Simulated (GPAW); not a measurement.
# Cu: phonons with PBE+D4

Cu:

```
Cu
1.0
     2.55619    0.00000    0.00000
     1.27810    2.21373    0.00000
     1.27810    0.73791    2.08712
Cu
1
Direct
  0.00000 0.00000 0.00000
```

| Quantity | Value |
| --- | --- |
| Program | GPAW 26.7.0 |
| Task | phonons |
| Functional | PBE |
| Dispersion | D4 |
| Potentials or basis | GPAW PAW data sets (gpaw-data 1.2.1) |
| Cutoff | 600 eV |
| Basis | pw |
| k mesh | 11 × 11 × 11 |
| Occupations | fermi-dirac, width 0.05 eV |
| Spin | no spin polarisation |
| Maxiter | 150 |
| Convergence | density=1e-06 eigenstates=1e-09 |
| Supercell | 2 × 2 × 2 |
| Supercell k mesh | 6 × 6 × 6 |
| Displacement | 0.01 |
| Relaxed first | cell |
| Band path | GXWKGLUWLK,UX |

* Relaxed volume: 11.49 Å³/atom
* Relaxed cell: a = 2.533 Å, b = 2.533 Å, c = 2.533 Å, α = 60.00°, β = 60.00°, γ = 60.00°
* Space group after relaxing (to 0.05 Å): Fm-3m (No. 225)
* Pressure after relaxing: 0.0 GPa
* Band gap on the k mesh: none (metal or under the smearing width)
* Highest phonon frequency: 272 cm⁻¹
* Dispersion energy per atom: -0.575 eV

Final structure:
```
Cu
1.0
     2.53313    0.00000    0.00000
     1.26656    2.19375    0.00000
     1.26656    0.73125    2.06829
Cu
1
Direct
  0.00000 0.00000 0.00000
```

Levels at points of the mesh, in eV from the Fermi level:
| k point | band 4 | band 5 | band 6 | band 7 | band 8 | band 9 |
| --- | --- | --- | --- | --- | --- | --- |
| (0.00, 0.00, 0.00) | -3.19 | -2.34 | -2.34 | 23.15 | 25.77 | 25.77 |

Phonon frequencies in cm⁻¹ (negative: imaginary):
| q point | frequencies |
| --- | --- |
| (0.000, 0.000, 0.000) | 0 0 0 |
| (0.000, 0.000, 0.500) | 124 124 272 |
| (0.000, 0.500, 0.000) | 124 124 272 |
| (0.000, 0.500, 0.500) | 183 183 265 |
| (0.500, 0.000, 0.000) | 124 124 272 |
| (0.500, 0.000, 0.500) | 183 183 265 |
| (0.500, 0.500, 0.000) | 183 183 265 |
| (0.500, 0.500, 0.500) | 124 124 272 |

Wall time 5.6 min on 1 thread of Arm Neoverse V2 (shared host), peak memory 0.44 GiB.

Caveat: with this Cu data set, volumes or pressures lay over 1.5 % or 2 GPa off other programs in two to four cells of ten; phonon bands are interpolated from a small supercell; pairwise dispersion overbinds metals, which lowers pressure and volume.
